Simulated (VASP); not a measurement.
Here is a VASP 6.6.1 calculation.

Contents of INCAR:

```
SYSTEM = HgSe
PREC = Accurate
ENCUT = 600
EDIFF = 1E-6
ISMEAR = 0
SIGMA = 0.01
LREAL = .False.
LASPH = .True.
NELM = 100
ALGO = Normal
ISIF = 3
LWAVE = .False.
LCHARG = .False.
IBRION = 2
NSW = 80
EDIFFG = -0.005
```

KPOINTS

```
Automatic mesh
0
Gamma
  10 10 10
  0 0 0
```

The input POSCAR:

```
HgSe
1.0
    0.0000000000      3.0425000000      3.0425000000
    3.0425000000      0.0000000000      3.0425000000
    3.0425000000      3.0425000000      0.0000000000
Hg Se
1 1
Direct
    0.0000000000      0.0000000000      0.0000000000
    0.2500000000      0.2500000000      0.2500000000
```

Potentials or basis: VASP PAW LDA potentials, release 64 (Hg, Se).

Launch:

```bash
$ cat potpaw_LDA.64/Hg/POTCAR potpaw_LDA.64/Se/POTCAR > POTCAR
$ mpirun -np 1 vasp_std > vasp.out
```

Q: What does it give for the band gap on the k mesh?

A: None (metal or under the smearing width).

Q: Predict the relaxed volume.

A: 28.12 Å³/atom.

Q: What does it give for the relaxed cell?

A: a = 4.301 Å, b = 4.301 Å, c = 4.301 Å, α = 60.00°, β = 60.00°, γ = 60.00°.

Q: Estimate the space group after relaxing (to 0.05 Å).

A: F-43m (No. 216).

Final structure:
```cif
data_structure
_symmetry_space_group_name_H-M 'P 1'
_symmetry_Int_Tables_number 1
_cell_length_a 4.3006
_cell_length_b 4.3006
_cell_length_c 4.3006
_cell_angle_alpha 60.000
_cell_angle_beta 60.000
_cell_angle_gamma 60.000
_cell_volume 56.24
loop_
_atom_site_label
_atom_site_type_symbol
_atom_site_fract_x
_atom_site_fract_y
_atom_site_fract_z
_atom_site_occupancy
Hg1 Hg 0.00000 0.00000 0.00000 1
Se1 Se 0.25000 0.25000 0.25000 1
```

The run has no spin-orbit coupling, so splittings on Hg are missing.
